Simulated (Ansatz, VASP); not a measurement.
## Two plane-wave programs on LaH3

Contents of INCAR:

```
SYSTEM = LaH3
  ALGO = Normal
  EDIFF = 1E-6
  ENCUT = 520
  GGA = CA
  ISIF = 2
  ISMEAR = -1
  LASPH = .TRUE.
  LCHARG = .FALSE.
  LREAL = .FALSE.
  LWAVE = .FALSE.
  NBANDS = 15
  NELM = 80
  PREC = Accurate
  SIGMA = 0.1
```

The input KPOINTS:

```
k-points
0
G
  7 7 7
  0 0 0
```

POSCAR

```
LaH3
1.0
    0.0000000000      2.7864790000      2.7864790000
    2.7864790000      0.0000000000      2.7864790000
    2.7864790000      2.7864790000      0.0000000000
La H
1 3
Direct
    0.0000000000      0.0000000000      0.0000000000
    0.5000000000      0.5000000000      0.5000000000
    0.7500000000      0.7500000000      0.7500000000
    0.2500000000      0.2500000000      0.2500000000
```

Input for Ansatz:

```yaml
crystal:
  lattice:
    - [0.0, 2.786479, 2.786479]
    - [2.786479, 0.0, 2.786479]
    - [2.786479, 2.786479, 0.0]
  atoms:
    - { symbol: La, position: [0.0, 0.0, 0.0] }
    - { symbol: H, position: [0.5, 0.5, 0.5] }
    - { symbol: H, position: [0.75, 0.75, 0.75] }
    - { symbol: H, position: [0.25, 0.25, 0.25] }
kpoints:
  mp_grid:
    grid: [7, 7, 7]
hamiltonian:
  xc: lda
  pseudopotentials:
    kind: paw
scf:
  occupations:
    method: fermi_dirac
    width: 0.1
output:
  forces: true
  stress: true
  eigenvalues: true
```

The cell comes from a database or a generator and needn't be the stable form of this composition.

Alike in both runs: task single point; functional LDA; k mesh 7 × 7 × 7; occupations fermi-dirac, width 0.1 eV; no spin polarisation.

```csv
,VASP,Ansatz
version,VASP 6.6.1,Ansatz 0.2.0
potentials or method,"VASP PAW LDA potentials, release 64 (La, H)","plane waves, PAW"
plane-wave cutoff (eV),520,420
valence electrons in the cell,14,14
```

|  | VASP | Ansatz | Ansatz less VASP |
| --- | --- | --- | --- |
| gap on the k mesh at the Fermi level (eV) | none | none | - |
| pressure (GPa) | -4.8 | -4.6 | +0.13 |

A gap of «none» marks a metal or a gap that the smearing closes.

Spin-orbit coupling is left out, which matters for the levels of La.
